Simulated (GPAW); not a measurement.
# Si (I4_1/amd) in GPAW: convergence with bands over the usual count

Aim: find how far bands over the usual count must go before the results for Si settle, at PBE. This setting moves, with any that are tied to it; all else stays.

Program: GPAW 26.7.0. These are calculated values, not measurements. Logs are shortened: lines on timing, memory, paths and dates and some standing lists are left out, and cuts for length are marked. The log counts tension as positive stress, the text compression.

## 1. The structure

Symmetry: I4_1/amd, No. 141, tetragonal system. The conventional cell has a = 4.743 Å, b = 4.743 Å, c = 2.659 Å, α = 90.00°, β = 90.00°, γ = 90.00°. Si (site symmetry -4m2) has 6 Si at 2.46 to 2.66 Å as nearest neighbours.

This isn't the form of Si at room conditions, which is diamond.

## 2. With bands over the usual count 0.72

File run.py:

```python
from ase.dft.bandgap import bandgap
from ase.io import read, write
from ase.units import GPa
from gpaw import GPAW, PW

atoms = read('Si.xyz')

calc = GPAW(mode=PW(600),
            xc='PBE',
            kpts={'size': (9, 9, 9), 'gamma': True},
            occupations={'name': 'fermi-dirac', 'width': 0.05},
            nbands=8,
            convergence={'density': 1e-05, 'energy': 1e-05},
            maxiter=100,
            txt='gpaw.txt')
atoms.calc = calc
energy = atoms.get_potential_energy()
forces = atoms.get_forces()
stress = atoms.get_stress()
calc.write('gs.gpw')
write('result.traj', atoms)
print(f'Energy: {energy:.6f} eV')
print('Forces (eV/A):')
print(forces.round(4))
print('Stress (GPa):', (stress / GPa).round(3))
print('Fermi level:', round(calc.get_fermi_level(), 4), 'eV')
print(f'Gap: {bandgap(calc)[0]:.4f} eV, direct: {bandgap(calc, direct=True)[0]:.4f} eV')
```

File Si.xyz:

```xyz
2
Lattice="-2.3713723045 2.3713723045 1.3292653899 2.3713723045 -2.3713723045 1.3292653899 2.3713723045 2.3713723045 -1.3292653899" Properties=species:S:1:pos:R:3 pbc="T T T"
Si     0.0000000000      0.0000000000      1.3292653899
Si     2.3713723045      0.0000000000      0.6646326950
```

Potentials or basis: GPAW PAW data sets (gpaw-data 1.2.1), pw.

Started as:

```bash
$ OMP_NUM_THREADS=1 python run.py
```

It took 11 s on 1 thread of Arm Neoverse V2, shared host; peak memory 0.14 GiB.

Results:

| Quantity | Value |
| --- | --- |
| Free energy | -10.2159 eV |
| Pressure | 3.8 GPa |
| Band gap on the k mesh | none (metal or under the smearing width) |

## 3. With bands over the usual count 0.8

Edit run.py of step 2 so:

```diff
@@ -11,3 +11,3 @@
             occupations={'name': 'fermi-dirac', 'width': 0.05},
-            nbands=8,
+            nbands=9,
             convergence={'density': 1e-05, 'energy': 1e-05},
```

Si.xyz is that of step 2.

Potentials or basis: GPAW PAW data sets (gpaw-data 1.2.1), pw.

Started as:

```bash
$ OMP_NUM_THREADS=1 python run.py
```

It took 12 s on 1 thread of Arm Neoverse V2, shared host; peak memory 0.15 GiB.

It converged, with:

- Free energy: -10.2159 eV
- Pressure: 3.8 GPa
- Band gap on the k mesh: none (metal or under the smearing width)

## 4. With bands over the usual count 0.9

Edit run.py of step 3 so:

```diff
@@ -11,3 +11,3 @@
             occupations={'name': 'fermi-dirac', 'width': 0.05},
-            nbands=9,
+            nbands=10,
             convergence={'density': 1e-05, 'energy': 1e-05},
```

Si.xyz is that of step 3.

Started as:

```bash
$ OMP_NUM_THREADS=1 python run.py
```

Run time: 13 s. Hardware: 1 thread of Arm Neoverse V2, shared host; peak memory 0.15 GiB.

The run converged. Its results:

```
Free energy            : -10.2159 eV
Pressure               : 3.8 GPa
Band gap on the k mesh : none (metal or under the smearing width)
```

## 5. With bands over the usual count 1

Edit run.py of step 4 so:

```diff
@@ -11,3 +11,3 @@
             occupations={'name': 'fermi-dirac', 'width': 0.05},
-            nbands=10,
+            nbands=11,
             convergence={'density': 1e-05, 'energy': 1e-05},
```

Si.xyz is that of step 4.

Started as:

```bash
$ OMP_NUM_THREADS=1 python run.py
```

Run time: 14 s. Hardware: 1 thread of Arm Neoverse V2, shared host; peak memory 0.15 GiB.

Results (log left out):

| Item | Value |
| --- | --- |
| Free energy | -10.2159 eV |
| Pressure | 3.8 GPa |
| Band gap on the k mesh | none (metal or under the smearing width) |

## 6. With bands over the usual count 1.3

Edit run.py of step 5 so:

```diff
@@ -11,3 +11,3 @@
             occupations={'name': 'fermi-dirac', 'width': 0.05},
-            nbands=11,
+            nbands=15,
             convergence={'density': 1e-05, 'energy': 1e-05},
```

Si.xyz is that of step 5.

Potentials or basis: GPAW PAW data sets (gpaw-data 1.2.1), pw.

Started as:

```bash
$ OMP_NUM_THREADS=1 python run.py
```

Wall time 19 s (1 thread of Arm Neoverse V2, shared host); peak memory 0.16 GiB.

Results (log left out):

```
Free energy            : -10.2159 eV
Pressure               : 3.8 GPa
Band gap on the k mesh : none (metal or under the smearing width)
```

## 7. With bands over the usual count 1.7

Edit run.py of step 6 so:

```diff
@@ -11,3 +11,3 @@
             occupations={'name': 'fermi-dirac', 'width': 0.05},
-            nbands=15,
+            nbands=19,
             convergence={'density': 1e-05, 'energy': 1e-05},
```

Si.xyz is that of step 6.

Started as:

```bash
$ OMP_NUM_THREADS=1 python run.py
```

Wall time 24 s (1 thread of Arm Neoverse V2, shared host); peak memory 0.16 GiB.

The run converged. Its results:

```
Free energy            : -10.2159 eV
Pressure               : 3.8 GPa
Band gap on the k mesh : none (metal or under the smearing width)
```

## 8. With bands over the usual count 2.5

Edit run.py of step 7 so:

```diff
@@ -11,3 +11,3 @@
             occupations={'name': 'fermi-dirac', 'width': 0.05},
-            nbands=19,
+            nbands=28,
             convergence={'density': 1e-05, 'energy': 1e-05},
```

Si.xyz is that of step 7.

Potentials or basis: GPAW PAW data sets (gpaw-data 1.2.1), pw.

Started as:

```bash
$ OMP_NUM_THREADS=1 python run.py
```

gpaw.txt:

```text
__  _  _
 | _ |_)|_||  |
 |__||  | ||/\| - 26.7.0

Input parameters:
  mode=PW(ecut=600.0),
  convergence={'density': 1e-05, 'energy': 1e-05},
  kpts=MonkhorstPack(size=(9, 9, 9), gamma=True),
  maxiter=100,
  nbands=28,
  occupations=Occupations(name='fermi-dirac', width=0.05),
  xc=XC(name='PBE')

Diagonalizing LCAO Hamiltonian
Converting LCAO to pw mode

       Si    Si

Atoms  # Å, Bohr magnetons
|   | symbol |        x |        y |        z |    initial magnetic moments |
|---|--------|----------|----------|----------|-----------------------------|
| 0 |     Si | 0.000000 | 0.000000 | 1.329265 | ( 0.0000,  0.0000,  0.0000) |
| 1 |     Si | 2.371372 | 0.000000 | 0.664633 | ( 0.0000,  0.0000,  0.0000) |

Unit cell  # Å
| periodic |         x |         y |         z |  lengths |     angles |
|----------|-----------|-----------|-----------|----------|------------|
|      yes | -2.371372 |  2.371372 |  1.329265 | 3.607459 |  97.803451 |
|      yes |  2.371372 | -2.371372 |  1.329265 | 3.607459 |  97.803451 |
|      yes |  2.371372 |  2.371372 | -1.329265 | 3.607459 | 136.756567 |

Number of symmetries: 8
Symmetry operations  # r_c * U_cc + t_c -> r_c
|   | kind |            matrix            |
|---|------|------------------------------|
| 0 |  σ   |  1, 1, 1,  0, 0,-1,  0,-1, 0 |
| 1 |  E   |  1, 0, 0,  0, 1, 0,  0, 0, 1 |
| 2 |  C2  |  0, 1, 0,  1, 0, 0, -1,-1,-1 |
| 3 |  S4  |  0, 0, 1, -1,-1,-1,  0, 1, 0 |
| 4 |  σ   |  0, 0,-1,  1, 1, 1, -1, 0, 0 |
| 5 |  C2  |  0,-1, 0, -1, 0, 0,  0, 0,-1 |
| 6 |  C2  | -1, 0, 0,  0,-1, 0,  1, 1, 1 |
| 7 |  S4  | -1,-1,-1,  0, 0, 1,  1, 0, 0 |

BZ-sampling:
  Number of BZ points: 729
  Number of IBZ points: 75

  Monkhorst-Pack size: [9, 9, 9]
  Monkhorst-Pack shift: [0, 0, 0]

K-points  # in reciprocal-cell coordinates
|     |                                coordinates |     weight |
|-----|--------------------------------------------|------------|
|   0 | (  0.00000000,   0.00000000,   0.00000000) | 0.00137174 |
|   1 | (  0.11111111,  -0.11111111,   0.00000000) | 0.00548697 |
|   2 | (  0.11111111,  -0.11111111,   0.11111111) | 0.00548697 |
|   3 | (  0.11111111,   0.00000000,   0.00000000) | 0.01097394 |
|   4 | (  0.11111111,   0.11111111,  -0.11111111) | 0.00274348 |
|   5 | (  0.22222222,  -0.22222222,   0.00000000) | 0.00548697 |
|   6 | (  0.22222222,  -0.22222222,   0.11111111) | 0.01097394 |
|   7 | (  0.22222222,  -0.22222222,   0.22222222) | 0.00548697 |
|   8 | (  0.22222222,  -0.11111111,   0.00000000) | 0.02194787 |
|   9 | (  0.22222222,  -0.11111111,   0.11111111) | 0.01097394 |
| ... |                                            |            |
|  74 | (  0.44444444,   0.44444444,   0.44444444) | 0.01097394 |

Plane wave coefficients: 1009
Cutoff: 600.0 eV

Spin-components: 1 (collinear spins)
Bands:           28
Projectors:      10
Spin-degeneracy: 2
Datatype:        complex128

Parallelization:
  kpt:    1
  domain: 1
  band:   1

Density:
  Valence electrons: 8.0
  Components: 1
  Grid points: [21 21 21]
  Charge: 0.0  # |e|

Potential:
  Grid points: [21 21 21]

species:
  Si:
    name:    Silicon
    Z:       14.0
    valence: 4
    core:    10
    charge:  0.0  # [|e|]
    compensation charges:
      type: gauss
      rc: 0.33  # [Å]
      lmax: 2
    cutoffs:
      filter: 1.86  # [Å]
      core: 2.06  # [Å]
    projectors
    | kind |    occ | energy [eV] | rcut [Å] |
    |------|--------|-------------|----------|
    |   3s |  2.000 |     -10.812 |    1.058 |
    |   3p |  2.000 |      -4.081 |    1.058 |
    |    s |        |      16.399 |    1.058 |
    |    p |        |      23.130 |    1.058 |
    |    d |        |       0.000 |    1.058 |

    Using partial waves for Si as LCAO basis

Reference energy: -15772.688500  # eV

eigensolver:
  PPCG
  Converge bands: occupied
  niter=2

density mixing:
  MSR1-Mixer
  Pratt-step length: 0.05
  Maximum mixing coefficient: 0.75
  Old densities: 10
  SVD Regularization: 0.005
  Good broyden scale: 1.0
  Trust region scale: 1.0
  Backstep threshold: 4.0
  History deletion threshold: 6.0
  Fourier metric: weight=20.0, sigma=0.015

occupation numbers:
  Fermi-Dirac:
    width: 0.0500  # eV

poisson solver:
  ecut: 4800.0  # eV

xc functional:
  name: PBE with 2 nearest neighbor stencil

convergence criteria:
- Maximum integral of absolute [dens]ity change: 1e-05 electrons / valence electron
- Maximum [total energy] change in last 3 cyles: 1e-05 eV / valence electron
- Maximum integral of absolute [eigenst]ate change: 4e-08 eV^2 / valence electron
maximum number of iterations: 100

SCF iterations
|iter     | |      energy | eigst |  dens |
|---------|-|-------------|-------|-------|
|iter:   1| |  -10.176763 | -0.15 |       |
|iter:   2| |  -10.180932 | -3.65 | -1.09 |
|iter:   3| |  -10.209629 | -3.43 | -1.11 |
|iter:   4| |  -10.213204 | -4.25 | -1.61 |
|iter:   5| |  -10.213198 | -6.85 | -2.77 |
|iter:   6| |  -10.213198c| -9.50c| -3.74 |
|iter:   7| |  -10.213198c| -7.50c| -4.19 |
|iter:   8| |  -10.213198c| -8.80c| -4.91 |
|iter:   9| |  -10.213198c|-10.06c| -5.86c|

Converged in 9 steps
Energy contributions relative to reference atoms: (reference = -15772.688500)

Energy contributions:
  Kinetic:          12.298058
  Coulomb:          -9.061737
  Zero:             -0.035172
  External:          0.000000
  Xc:              -13.411608
  Entropy:          -0.005480
  Spinorbit:         0.000000
  ----------------------------
  Free energy:     -10.215938
  Extrapolated:    -10.213198

dipole moment: (-0.851548, -9.480213, 2.895715)  # |e|*Ang

Fermi level: 8.738
Eigenvalues  # (at kpt = [0.000, 0.000, 0.000])
| band index |      eig [eV] | occ [0-2] |
|------------|---------------|-----------|
|          0 |        -5.200 |     2.000 |
|          1 |         6.268 |     2.000 |
|          2 |         6.268 |     2.000 |
|          3 |         6.969 |     2.000 |
|          4 |        10.266 |     0.000 |
|          5 |        16.250 |     0.000 |
|          6 |        17.851 |     0.000 |
|          7 |        17.871 |     0.000 |
|          8 |        17.871 |     0.000 |
|          9 |        18.984 |     0.000 |
|         10 |        19.438 |     0.000 |
|         11 |        21.859 |     0.000 |
|        ... |               |           |
|         27 |        47.895 |     0.000 |

No gap
No difference between direct/indirect transitions

Forces  # eV/Ang
|       x |       y |        z |
|---------|---------|----------|
| 0.00000 | 0.00000 | -0.00000 |  # Si   0
| 0.00000 | 0.00000 |  0.00000 |  # Si   1

Stress tensor  # eV/Ang^3
|         x |         y |         z |
|-----------|-----------|-----------|
| -0.025160 |  0.000000 | -0.000000 |
|  0.000000 | -0.025160 | -0.000000 |
| -0.000000 | -0.000000 | -0.020048 |

# Writing to gs.gpw (mode='')
```

stdout:

```text
Energy: -10.213198 eV
Forces (eV/A):
[[ 0.  0. -0.]
 [ 0.  0.  0.]]
Stress (GPa): [-4.031 -4.031 -3.212 -0.    -0.     0.   ]
Fermi level: 8.738 eV
Gap: 0.0000 eV, direct: 0.0000 eV
```

It took 34 s on 1 thread of Arm Neoverse V2, shared host; peak memory 0.17 GiB.

Results:

```yaml
Free_energy: -10.2159 eV
Pressure: 3.8 GPa
Band_gap_on_the_k_mesh: none (metal or under the smearing width)
```

## 9. The series at a glance

```
bands over the usual count  energy less the tightest run, at zero smearing (meV/atom)  SCF cycles  CPU time (s)  peak memory (GiB)
                      0.72                                                       0.00           8            11               0.14
                       0.8                                                       0.00           8            12               0.15
                       0.9                                                       0.00           8            13               0.15
                         1                                                       0.00           8            14               0.15
                       1.3                                                       0.00           9            19               0.16
                       1.7                                                       0.00           9            24               0.16
                       2.5                                                       0.00           9            34               0.17
```

Against the tightest run, the energy stays within 1 meV/atom from 0.72 on. The tightest run that finished is the yardstick and may itself not be fully converged.
